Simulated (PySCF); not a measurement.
# Identify the compound

Molecular formula: C6H8. Simulated spectra:

1H NMR (300 MHz, computed): δ 6.21 (m, 2H), 6.05 (m, 2H), 2.25 (m, 4H).

13C{1H} NMR (computed): δ 133.7 (CH), 132.0 (CH), 25.7 (CH2).

- PBE0/pcSseg-1 with gauge-including orbitals
- geometry: GFN2-xTB
- program: PySCF
- one computed conformer, no solvent, no relativistic terms, rapidly exchanging positions averaged

References, each an isolated molecule treated in the same way: 1H (σ = 31.72 ppm) and 13C (σ = 186.93 ppm) vs TMS.

Task: Which of these isomers gave the spectra?
A. C=CC#CCC
B. C=C(C)C#CC
C. C1=CC1C1CC1
D. C1=CCCC=C1
E. C#C[C@@H]1C[C@@H]1C

Result: D. 

The formula gives 3 degrees of unsaturation (1 ring in the answer). 3 carbon signals for 6 carbons: some carbons are equivalent by symmetry or fast rotation. Carbon types of the structure: 4 × CH, 2 × CH2, which accounts for all hydrogens. δC 133.7, 132.0: alkene CH; the olefinic region. δC 25.7: allylic sp3 CH2; a saturated carbon with 2 carbon neighbours and no heteroatom attached. δH 6.21, 6.05: hydrogen on an alkene CH; attached to an sp2 carbon and in the plane of the double bond. δH 2.25: hydrogen on an allylic sp3 CH2; allylic position.

The others: C1=CC1C1CC1 would give 4 carbon signals, not 3; C=C(C)C#CC would give 6 carbon signals, not 3; C=CC#CCC would give 6 carbon signals, not 3; C#C[C@@H]1C[C@@H]1C would give 6 carbon signals, not 3.

Shifts are as computed. Against solution values, carbons near 30 ppm lie about +3 ppm off and those near 130 ppm about +5 ppm. Of 1211 compounds with measured shifts, 218 miss one by over three times the rms of a fit or turn the order of signals round; such compounds aren't used in these exercises. No couplings were computed; multiplicities are counted from neighbouring protons, with m where these are inequivalent, close in shift, in a saturated or five-membered ring or joined by F or P, and br s for small geminal =CH2 splittings.
